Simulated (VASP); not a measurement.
# CdSe (Cadmoselite) (P6_3mc) in VASP: notebook, part 2 of 2

VASP 6.6.1.

## Step 4: Phonons, LDA

This run uses another cell than the first one, of 27.32 Å³/atom, 0.966 times its volume.

File POSCAR:

```
CdSe
1.0
    4.2580782629     -0.0000000000      0.0000000000
   -2.1290391315      3.6876039470      0.0000000000
    0.0000000000     -0.0000000000      6.9598146318
  Cd              Se
     2     2
Direct
     0.3333333332999970    0.6666666667000030    0.0048795689573059
     0.6666666667000030    0.3333333332999970    0.5048795689573059
     0.3333333332999970    0.6666666667000030    0.3801204310426922
     0.6666666667000030    0.3333333332999970    0.8801204310426921
```

File INCAR.step1:

```
  PREC = Accurate
  ENCUT = 600
  EDIFF = 1E-8
  ISMEAR = 0
  SIGMA = 0.03
  LREAL = False
  LASPH = True
  NELM = 80
  ALGO = Normal
  ISIF = 3
  LWAVE = False
  LCHARG = False
  KPAR = 2
  IBRION = 2
  NSW = 40
  EDIFFG = -0.002
```

File INCAR.step2:

```
  PREC = Accurate
  ENCUT = 600
  EDIFF = 1E-8
  ISMEAR = 0
  SIGMA = 0.03
  LREAL = False
  LASPH = True
  NELM = 80
  ALGO = Normal
  ISIF = 2
  LWAVE = False
  LCHARG = False
  KPAR = 2
  IBRION = 6
  NFREE = 2
  POTIM = 0.015
  NSW = 1
```

File KPOINTS:

```
regular mesh
0
Gamma
  9 9 4
```

Potentials or basis: VASP PAW LDA potentials, release 64 (Cd, Se).

The run is started by

```bash
$ cat potpaw_LDA.64/Cd/POTCAR potpaw_LDA.64/Se/POTCAR > POTCAR
$ cp INCAR.step1 INCAR
$ mpirun -np 2 vasp_std > vasp.out
$ cp CONTCAR POSCAR
$ cp INCAR.step2 INCAR
$ mpirun -np 2 vasp_std > vasp.out
```

OUTCAR:

```text
PREC = Accurate
   ENCUT = 600
   EDIFF = 1E-8
   ISMEAR = 0
   LREAL = False
   LASPH = True
   NELM = 80
   ISIF = 2
   IBRION = 6
   NFREE = 2
   POTIM = 0.015
   NSW = 1

 ion  position               nearest neighbor table
   1  0.333  0.667  0.005-   4 2.61   4 2.61   4 2.61   3 2.61
   2  0.667  0.333  0.505-   3 2.61   3 2.61   3 2.61   4 2.61
   3  0.333  0.667  0.380-   2 2.61   2 2.61   2 2.61   1 2.61
   4  0.667  0.333  0.880-   1 2.61   1 2.61   1 2.61   2 2.61

  LATTYP: Found a hexagonal cell.
 ALAT       =     4.2580782629
 C/A-ratio  =     1.6344966443

  Lattice vectors:

 A1 = (   4.2580782629,   0.0000000000,   0.0000000000)
 A2 = (  -2.1290391315,   3.6876039470,   0.0000000000)
 A3 = (   0.0000000000,   0.0000000000,   6.9598146318)

Analysis of symmetry for initial positions (statically):
=====================================================================
 Subroutine PRICEL returns:
 Original cell was already a primitive cell.

 Routine SETGRP: Setting up the symmetry group for a
 hexagonal supercell.

 Subroutine GETGRP returns: Found 12 space group operations
 (whereof  6 operations were pure point group operations)
 out of a pool of 24 trial point group operations.

The static configuration has the point symmetry C_3v.
 The point group associated with its full space group is C_6v.

Analysis of symmetry for dynamics (positions and initial velocities):
=====================================================================
 Subroutine PRICEL returns:
 Original cell was already a primitive cell.

[... 477 lines left out ...]

 E-fermi :   1.1848     XC(G=0):  -9.4141

 val. band max:        1.0635308036   @ k =   0.0000   0.0000   0.0000
 cond. band min:       1.5380955002   @ k =   0.0000   0.0000   0.0000
 fundamental gap:      0.4745646966
 Fermi energy:         1.1847971607

 k-point     1 :       0.0000    0.0000    0.0000
  band No.  band energies     occupation
      1     -11.7642      2.00000
      2     -11.3515      2.00000
      3      -7.0010      2.00000
      4      -6.9832      2.00000
      5      -6.9832      2.00000
      6      -6.9061      2.00000
[... 589 lines left out ...]
     21       5.4963      0.00000
     22       7.4396      0.00000

 [... further k-points ...]

------------------------ aborting loop because EDIFF is reached ----------------------------------------

  FORCE on cell =-STRESS in cart. coord.  units (eV):
  Direction    XX          YY          ZZ          XY          YZ          ZX
  --------------------------------------------------------------------------------------
  -------------------------------------------------------------------------------------
  Total       -0.0633059     -0.0633059      0.1271709      0.0000000     -0.0000000      0.0000000
  in kB       -0.9281095     -0.9281095      1.8644154      0.0000000     -0.0000000      0.0000000
  external PRESSURE =       0.0027321 kB  Pullay stress =       0.0000000 kB
[... 19 lines left out ...]
  FREE ENERGIE OF THE ION-ELECTRON SYSTEM (eV)
  ---------------------------------------------------
  free  energy   TOTEN  =       -13.5181846905 eV

  energy  without entropy=      -13.5181846905  energy(sigma->0) =      -13.51818469

 INTERNAL STRAIN TENSORS FROM DISPLACED ATOMS
 ============================================

 INTERNAL STRAIN TENSOR FOR ION    1 for displacements in x,y,z  (eV/Angst):
          X           Y           Z          XY          YZ          ZX
  --------------------------------------------------------------------------------
  x     0.00000    -0.00000    -0.00000    -5.73792     0.00000    -4.21302
  y    -5.73792     5.73792     0.00000    -0.00000    -4.21302     0.00000
  z    -4.14970    -4.14970     7.92883     0.00000     0.00000     0.00000

 INTERNAL STRAIN TENSOR FOR ION    4 for displacements in x,y,z  (eV/Angst):
          X           Y           Z          XY          YZ          ZX
  --------------------------------------------------------------------------------
  x    -0.00000     0.00000     0.00000     6.99723    -0.00000     4.20641
  y     6.99723    -6.99723    -0.00000     0.00000     4.20641    -0.00000
  z     4.14462     4.14462    -7.91722    -0.00000     0.00000    -0.00000

 Eigenvectors and eigenvalues of the dynamical matrix
 ----------------------------------------------------

   1 f  =    5.763461 THz    36.212893 2PiTHz  192.248363 cm-1    23.835748 meV
             X         Y         Z           dx          dy          dz
     -0.000000  2.458403  0.033961    -0.000000   -0.000000    0.275324
      2.129039  1.229201  3.513868     0.000000    0.000000   -0.275324
     -0.000000  2.458403  2.645568    -0.000000   -0.000000   -0.651304
      2.129039  1.229201  6.125475     0.000000    0.000000    0.651304
[... 71 lines left out ...]
  12 f/i=    0.005002 THz     0.031428 2PiTHz    0.166848 cm-1     0.020687 meV
             X         Y         Z           dx          dy          dz
     -0.000000  2.458403  0.033961    -0.000000    0.000000    0.542375
      2.129039  1.229201  3.513868    -0.000000    0.000000    0.542375
     -0.000000  2.458403  2.645568    -0.000000    0.000000    0.453684
      2.129039  1.229201  6.125475    -0.000000    0.000000    0.453684

 ELASTIC MODULI CONTR FROM IONIC RELAXATION (kBar)
 Direction    XX          YY          ZZ          XY          YZ          ZX
 --------------------------------------------------------------------------------
 XX        -327.6101    132.8026    186.0868      0.0000      0.0000     -0.0000
 YY         132.8026   -327.6101    186.0868      0.0000      0.0000      0.0000
 ZZ         186.0868    186.0868   -355.5129     -0.0000     -0.0000     -0.0000
 XY           0.0000      0.0000     -0.0000   -230.2063     -0.0000      0.0000
 YZ          -0.0000      0.0000     -0.0000     -0.0000    -95.8858      0.0000
 ZX          -0.0000      0.0000     -0.0000      0.0000      0.0000    -95.8859
 --------------------------------------------------------------------------------
```

OSZICAR.step1:

```text
N       E                     dE             d eps       ncg     rms          rms(c)
DAV:   1     0.264312932502E+03    0.26431E+03   -0.18731E+04  1584   0.166E+03
DAV:   2     0.130455311349E+01   -0.26301E+03   -0.25700E+03  1716   0.373E+02
DAV:   3    -0.141001962448E+02   -0.15405E+02   -0.15340E+02  1920   0.885E+01
DAV:   4    -0.142614654072E+02   -0.16127E+00   -0.16114E+00  1752   0.861E+00
DAV:   5    -0.142628217696E+02   -0.13564E-02   -0.13562E-02  1902   0.720E-01    0.937E+00
DAV:   6    -0.135732151756E+02    0.68961E+00   -0.15872E+00  2040   0.136E+01    0.718E+00
DAV:   7    -0.135285709957E+02    0.44644E-01   -0.55568E-01  1758   0.431E+00    0.254E+00
DAV:   8    -0.135199273443E+02    0.86437E-02   -0.78893E-02  1722   0.318E+00    0.379E-01
DAV:   9    -0.135191962306E+02    0.73111E-03   -0.10358E-02  1764   0.137E+00    0.126E-01
DAV:  10    -0.135190521210E+02    0.14411E-03   -0.78331E-04  1958   0.379E-01    0.486E-02
DAV:  11    -0.135190714337E+02   -0.19313E-04   -0.10862E-04  1662   0.835E-02    0.165E-02
DAV:  12    -0.135190665283E+02    0.49053E-05   -0.55876E-05  2018   0.873E-02    0.822E-03
DAV:  13    -0.135190659216E+02    0.60674E-06   -0.59045E-06  1728   0.295E-02    0.274E-03
DAV:  14    -0.135190658501E+02    0.71465E-07   -0.80180E-07  1830   0.587E-03    0.109E-03
DAV:  15    -0.135190658536E+02   -0.34820E-08   -0.37624E-08  1764   0.158E-03
   1 F= -.13519066E+02 E0= -.13519066E+02  d E =-.135191E+02
```

Wall time 11 min (2 MPI ranks of Intel Xeon Platinum 8559C (Emerald Rapids), shared host); peak memory 0.75 GiB.

What came out:

| Item | Value |
| --- | --- |
| Highest phonon frequency at Γ, LO-TO splitting left out | 192 cm⁻¹ |

Phonon frequencies in cm⁻¹ (negative: imaginary):
```tsv
q point	frequencies
(0.000, 0.000, 0.000)	0 0 0 33 33 125 174 178 178 181 181 192
```

## Step 5: Comparison with measurements

Step 3. A measured gap of CdSe is 1.841 eV (2 K; a printed reference work, data compilation); the calculated 0.53 eV misses it by -1.31 eV. So large a miss can be the level of theory's own, or it may mean another phase, state or a wrong row. Spin-orbit coupling on Cd, Se is left out. The value is that of PBEsol, without temperature or zero-point motion. Semilocal functionals fall short of measured gaps as a rule.
